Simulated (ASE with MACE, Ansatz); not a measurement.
# Surface chemistry of WF6 on hydroxylated HfO2(111)

Which steps of the reaction of WF6 with hydroxylated HfO2(111) release energy, and how far does that hang on the level of theory?

Calculated with Ansatz 0.2.0: Kohn-Sham DFT, PBE+D3(BJ), PAW (set soft_2), plane waves; cutoff 420 eV, fermi-dirac smearing of 0.025 eV (for the slabs). Every cell is relaxed with this functional, then solved at fixed geometry with r2SCAN+D4, PBE+D3(BJ) on a denser mesh, PBE and RPBE+D3(BJ). Cutoffs: 420 eV for PBE+D3(BJ), PBE and RPBE+D3(BJ); 500 eV for r2SCAN+D4.

**The cells**

The cell holds 63 atoms: 18 Hf, 39 O and 6 H. Cell: a = 10.776 Å, b = 10.776 Å, c = 22.312 Å, α = 90.0°, β = 90.0°, γ = 120.0°. It derives from HfO2 (hydroxylated HfO2(111)). The starting structure: Fluorite-type HfO2(111), 3 x 3 cells, two O-Hf-O trilayers, three waters split on the upper face (lattice constants typed as starting values near PBE's), about 15 Å of vacuum, lower atoms held. Vacuum lies along c. 27 atoms are held.

- WF6 on hydroxylated HfO2(111): one whole molecule of WF6 lowered over an O-H group, eased by MACE.
- WF6 after losing HF on hydroxylated HfO2(111): the H of one O-H group replaced by the W fragment of WF6 less one ligand, eased by MACE.
- WF6 fragment with one ligand changed to OH on hydroxylated HfO2(111): the bound fragment with one more ligand replaced by OH, eased by MACE.

Molecules sit alone in boxes of 11 to 15 Å, at Γ at every level, with a smearing of 0.01 eV.

The input of the single point on the relaxed bare surface:

```yaml
crystal:
  lattice:
    - [10.77631, 0.0, 0.0]
    - [-5.38815, 9.33256, 0.0]
    - [0.0, 0.0, 22.31226]
  atoms:
    - { symbol: Hf, position: [0.99101, 0.00266, 0.07846] }
    - { symbol: O, position: [0.00864, 0.01297, 0.17073] }
    - { symbol: Hf, position: [0.2364, 0.12802, 0.20296] }
    - { symbol: O, position: [0.23657, 0.1102, 0.10504] }
    [... 57 atom lines left out ...]
    - { symbol: H, position: [0.55071, 0.86426, 0.32835] }
    - { symbol: H, position: [0.76207, 0.9227, 0.29262] }
kpoints:
  mp_grid: { grid: [1, 1, 1] }
hamiltonian:
  xc: pbe
  dispersion: d3bj
scf:
  occupations: { method: fermi_dirac, width: 0.025 }
output:
  forces: true
  populations: true
  dos:
    method: { smearing: { sigma: 0.08 } }
    de: 0.1
    projected:
      site_lists:
        H: [H]
        Hf: [Hf]
        O: [O]
        slab: [... 63 sites ...]
  eigenvalues: true
  write_density: true
  write_potential: true
  volumetric_format: npy
```

| cell | formula | k-mesh | relaxation steps | gain on relaxing (eV) | free energy, PBE+D3(BJ) (eV) | Kohn-Sham gap (eV) | time of its runs on this page |
| --- | --- | --- | --- | --- | --- | --- | --- |
| hydroxylated HfO2(111) | Hf18H6O39 | 1×1×1 | 8 | 0.09 | -305305.346 | 4.23 | 41 s |
| WF6 on hydroxylated HfO2(111) | Hf18H6WO39F6 | 1×1×1 | 38 | 0.48 | -320543.256 | 1.26 | 86 s |
| WF6 after losing HF on hydroxylated HfO2(111) | Hf18H5WO39F5 | 1×1×1 | 18 | 0.32 | -319719.349 | 2.81 | 51 s |
| WF6 fragment with one ligand changed to OH on hydroxylated HfO2(111) | Hf18H6WO40F4 | 1×1×1 | 20 | 0.34 | -319493.938 | 2.87 | 56 s |
| H2O | H2O | 1×1×1 | 4 | 0.15 | -599.231 | 6.23 | 19 s |
| HF | HF | 1×1×1 | 4 | 0.04 | -824.207 | 8.56 | 16 s |
| WF6 | WF6 | 1×1×1 | 4 | 0.11 | -15237.513 | 5.30 | 20 s |

The gap is that between the highest filled and lowest empty Kohn-Sham level; a dash marks none computed or no clear gap.

**Reaction energies**

Products less reactants, from the free energies above and their like at the other levels, in eV; negative values release energy:

| change | PBE+D3(BJ) | r2SCAN+D4 | PBE+D3(BJ), denser mesh | PBE | RPBE+D3(BJ) |
| --- | --- | --- | --- | --- | --- |
| adsorption of WF6 | -0.40 | -0.35 | -0.40 | -0.02 | -0.51 |
| ligand exchange: surface + WF6 → bound fragment + HF | -0.70 | -0.65 | -0.69 | -0.34 | -1.02 |
| co-reactant step: bound fragment + H2O → OH + HF | 0.44 | 0.49 | 0.44 | 0.44 | 0.44 |

Worked for the first row at PBE+D3(BJ): (-320543.256) − (-305305.346) − (-15237.513) = -0.396 eV (from unrounded energies).

**What the relaxations did**

Bonds are pairs closer than 1.18 times the sum of covalent radii, pairs of two metal atoms left out; a bond counts as made or broken only if it crosses from under that bound to over 1.3 times, or back. All concern the added atoms.

| cell | bonds to the surface at the end | nearest contact (Å) | made in DFT | broken in DFT | largest move (Å) |
| --- | --- | --- | --- | --- | --- |
| WF6 on hydroxylated HfO2(111) | none | F–H 2.26 | none | none | 4.89 |
| WF6 after losing HF on hydroxylated HfO2(111) | 1 O–W | W–O 1.79 | none | none | 1.50 |
| WF6 fragment with one ligand changed to OH on hydroxylated HfO2(111) | 1 O–W | F–H 1.67 | none | none | 0.73 |

**Findings**

Row 1 releases 0.40 eV at PBE+D3(BJ). The molecule stays whole, with no bond to the surface by this rule. At the same geometries the levels give -0.51 (RPBE+D3(BJ)) to -0.02 eV (PBE), the denser mesh leaves it within 0.01 eV and the D3 term supplies -0.37 eV of it. Row 2 releases 0.70 eV at PBE+D3(BJ). At the same geometries the levels give -1.02 (RPBE+D3(BJ)) to -0.34 eV (PBE), the denser mesh leaves it within 0.01 eV and the D3 term supplies -0.36 eV of it. Row 3 costs 0.44 eV at PBE+D3(BJ). At the same geometries the levels give 0.44 (PBE+D3(BJ)) to 0.49 eV (r2SCAN+D4), the denser mesh leaves it within 0.01 eV and the D3 term supplies -0.01 eV of it. Counted from the adsorbed state, the exchange releases 0.30 eV, with the by-product taken away as gas. The starting surface has a Kohn-Sham gap of 4.23 eV; with WF6 on hydroxylated HfO2(111) it falls to 1.26 eV, so the added atoms bring levels into the gap.

Limits: These are static energies with no barriers, zero-point energy or heat. Where a gas molecule is taken up, its entropy is lost, which at room temperature and above is worth several tenths of an eV to over 1 eV a molecule and isn't counted. All slabs, the starting one too, were first eased by a machine-learned potential, and one starting arrangement a cell was relaxed; others may lie lower. Only one face is changed, and the cells carry no dipole correction. Levels with D3 or D4 differ in the size of their dispersion terms as well as in the functional. Spin–orbit coupling is left out, which matters for the levels of the heavy elements. In some runs the program notes that the exchange-correlation potential is rough where the density is thin.

[Logs are printed without paths, hosts, clocks, repeated set-up lines and the standing remarks that a program may print on its own settings, such as how far it seeks lower states.]

[Hosts, paths, dates, database ids (printed as entryN), source tags and the programs' standing remarks are cut or masked in the printed files.]
